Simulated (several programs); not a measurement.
**PbS (Cmcm) from semi-empirical methods to plane-wave DFT**

PbS (Cmcm) from a database of computed structures, relaxed with r2SCAN+rVV10 in Ansatz, was computed with several methods. It is orthorhombic, Cmcm (No. 63); conventional cell a = 4.127 Å, b = 11.739 Å, c = 4.260 Å, 25.80 Å³ an atom. Around Pb lie 5 S at 2.68–2.97 Å; around S lie 5 Pb at 2.68–2.97 Å. Spin-unpolarised throughout; all numbers are computed.

```
Pb S
1.0
     2.06375   -5.86928    0.00000
     2.06375    5.86928    0.00000
     0.00000    0.00000    4.26044
Pb S
2 2
Direct
  0.87228 0.12772 0.75000
  0.12772 0.87228 0.25000
  0.64368 0.35632 0.75000
  0.35632 0.64368 0.25000
```

Gaps and times are for a single point on this cell; volume and bulk modulus come from each method's own relaxation or energy curve at fixed shape, which is too stiff where a cell has free coordinates or axes. Times are rough, from shared hosts (Arm Neoverse V1; Intel Xeon 6975P-C; NVIDIA H100 80GB HBM3), and each method has its own mesh and cell size. A double dagger marks a value from a curve with shape and coordinates held. PM6 (MOPAC), PM7 (MOPAC), GFN1-xTB (tblite), GFN2-xTB (tblite) treat a cluster of cells at its zone centre, which samples few k points: where these miss a band edge, the gap comes out too large for that reason alone. Gaps from k meshes are read at a limited set of points (mesh, symmetry points, PBE's band edges), so each method's own least gap may be somewhat smaller. xTB and the PM methods were fitted mostly to molecules, and can miss a solid's gap by electronvolts. Minimal bases can be far off for gaps. Times of the plane-wave ladder aren't listed, since it ran on unlike processors and cards. Curves at held shape can't give the bulk modulus of a layered or molecular crystal, so none is listed. GLLB-SC's gap includes the derivative discontinuity. G0W0 is at finite bands, cutoff and mesh. d marks a direct gap, i an indirect one (no mark: not told apart), a dash a value that wasn't computed or didn't pass its checks.

```tsv
method	kind	gap (eV)	own volume (Å³/atom)	bulk modulus (GPa)	atoms computed	processor time
PBE-D3(BJ)	semilocal	–	25.51	–	4	–
r2SCAN+rVV10	semilocal	–	25.80	–	4	–
PBE-D4	semilocal	–	25.55	–	4	–
GFN1-xTB (tblite)	tight binding	1.25	23.68‡	–	cluster	1 s
GFN2-xTB (tblite)	tight binding	1.33	–	–	cluster	1.9 s
light PBE (260 eV and a coarse mesh)	light plane-wave	1.09 i	–	–	4	2 s
PM7 (MOPAC)	semi-empirical	6.87	–	–	cluster	3.4 s
PM6 (MOPAC)	semi-empirical	4.10	–	–	cluster	4.2 s
LDA	semilocal	0.95 i	–	–	4	–
PBE/single zeta (GPAW)	small basis	1.08 d	–	–	4	7.5 s
PBE/SZV (CP2K)	small basis	0.36 i	25.31‡	–	4	9.1 s
PBE	semilocal	1.09 i	–	–	4	–
PBE/DZVP (CP2K)	small basis	0.99 i	26.89‡	–	4	20 s
r2SCAN	semilocal	1.36 i	–	–	4	–
GLLB-SC (GPAW)	model potential	2.10	–	–	4	75 s
LC-ωPBE	hybrid	5.87 i	–	–	4	–
PBE+SOC	semilocal	0.77 d	–	–	4	–
PBE0	hybrid	2.15 d	–	–	4	–
G0W0@r2SCAN (300 eV screening cutoff)	many-body	1.76	–	–	4	–
r2SCAN0	hybrid	2.37 i	–	–	4	–
G0W0@PBE0 (220 eV screening cutoff)	many-body	1.87	–	–	4	–
HSE06	hybrid	1.61 i	–	–	4	–
G0W0@HSE06 (220 eV screening cutoff)	many-body	1.80	–	–	4	–
HSE06+SOC	hybrid	1.28 d	–	–	4	–
G0W0@PBE (220 eV screening cutoff)	many-body	1.55	–	–	4	–
```

Against HSE06 (1.61 eV) and with closed or daggered gaps left aside, the nearest gap at the points sampled is that of G0W0@PBE (220 eV screening cutoff) (-0.06 eV) and the farthest that of PM7 (MOPAC) (+5.26 eV). HSE06 is only a yardstick of convenience, and nearness to it can be luck.

Only the rows marked +SOC include spin-orbit coupling.
